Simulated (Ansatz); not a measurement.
Runs of Ansatz 0.2.0 on Li. The structure is cubic, space group Im-3m (No. 229). Conventional cell: a = 3.509 Å, b = 3.509 Å, c = 3.509 Å, α = 90.00°, β = 90.00°, γ = 90.00°. Li (site symmetry m-3m) is surrounded by 8 Li at 3.04 Å. 

```csv
task,level,cell,cutoff (eV),smearing,gap on the mesh (eV),pressure (GPa),relaxed volume (Å³/atom)
relaxation of cell and atoms,BLYP+D4,relaxed,-,fermi-dirac 0.05 eV,-,0.0,19.61
single point,PBE,as given,67,gaussian 0.018 eV,none,-0.8,-
single point,PBE,as given,67,gaussian 0.019 eV,none,-0.8,-
single point,PBE,as given,67,gaussian 0.014 eV,none,-0.8,-
band structure,revPBE,as given,66,fermi-dirac 0.05 eV,-,-0.3,-
band structure,RPBE,as given,66,fermi-dirac 0.05 eV,-,-0.3,-
relaxation of cell and atoms,PBEsol+D4,relaxed,-,fermi-dirac 0.05 eV,-,0.0,(a)
single point,PBE,as given,67,gaussian 0.022 eV,none,-0.8,-
```

Alike in all rows: potentials or basis all-electron LAPW, scalar-relativistic; no spin polarisation; k mesh 11 × 11 × 11; basis error allowed 0.001 eV/atom.

Problem. Estimate the missing entries.

Solution. (a) 20.08.

A k mesh can miss the band edges.

A gap of «none» marks a metal or a gap under the smearing width.

Not every run made on this cell is shown here.
